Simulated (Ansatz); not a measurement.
From the elastic tensor of CdS to moduli and sound speeds

All numbers below come from DFT PBEsol, scalar-relativistic, plane waves, PAW in Ansatz 0.2.0. Settings: 420 eV plane-wave cutoff, Γ-centred 8×8×8 mesh, fixed occupations. No spin polarisation.

Symmetry: F-43m, No. 216, cubic system. Conventional cell: a = 5.825 Å, b = 5.825 Å, c = 5.825 Å, α = 90.00°, β = 90.00°, γ = 90.00°. Around Cd (site symmetry -43m) lie 4 S at 2.52 Å. Around S (site symmetry -43m) lie 4 Cd at 2.52 Å.

Relaxed-ion constants (GPa, on the Cartesian axes of the calculation):
```
74.4 54.9 54.9  0.0  0.0  0.0
54.9 74.4 54.9  0.0  0.0  0.0
54.9 54.9 74.4  0.0  0.0  0.0
 0.0  0.0  0.0 26.3  0.0  0.0
 0.0  0.0  0.0  0.0 26.3  0.0
 0.0  0.0  0.0  0.0  0.0 26.3
```

Density 4.856 g/cm³; 2 atoms in 49.40 Å³.

The values that follow are for a polycrystal of randomly turned grains, by Hill's mean where one number stands. In a crystal this anisotropic the Voigt and Reuss bounds lie far apart, so Hill's mean and the sound speeds and Debye temperature from it are rough.

With S = C⁻¹: B_V = (C11+C22+C33+2(C12+C13+C23))/9, G_V = (C11+C22+C33−C12−C13−C23+3(C44+C55+C66))/15, 1/B_R = S11+S22+S33+2(S12+S13+S23), 15/G_R = 4(S11+S22+S33−S12−S13−S23)+3(S44+S55+S66); Hill is their mean. Then v_l = √((B+4G/3)/ρ), v_t = √(G/ρ), v_m = [(2/v_t³+1/v_l³)/3]^(−1/3) and Θ = (ħ/k_B)·v_m·(6π²n/V)^(1/3) for n atoms in the volume V; E = 9BG/(3B+G), ν = (3B−2G)/(2(3B+G)) and A^U = 5G_V/G_R + B_V/B_R − 6.

```json
{"Bulk modulus, Voigt / Reuss / Hill": "61.4 / 61.4 / 61.4 GPa", "Shear modulus, Voigt / Reuss / Hill": "19.7 / 15.7 / 17.7 GPa", "Young's modulus": "48 GPa", "Poisson ratio": "0.369", "Pugh ratio B/G": "3.48", "Universal anisotropy index": "1.29", "Longitudinal and transverse sound speeds": "4183 and 1907 m/s", "Debye temperature from the mean sound speed": "220 K"}
```

This zinc-blende form isn't the usual stable structure of the compound.

Cost: 1 run of about 2 core-minutes, on Intel Xeon Platinum 8259CL (Skylake/Cascade Lake) (shared hosts).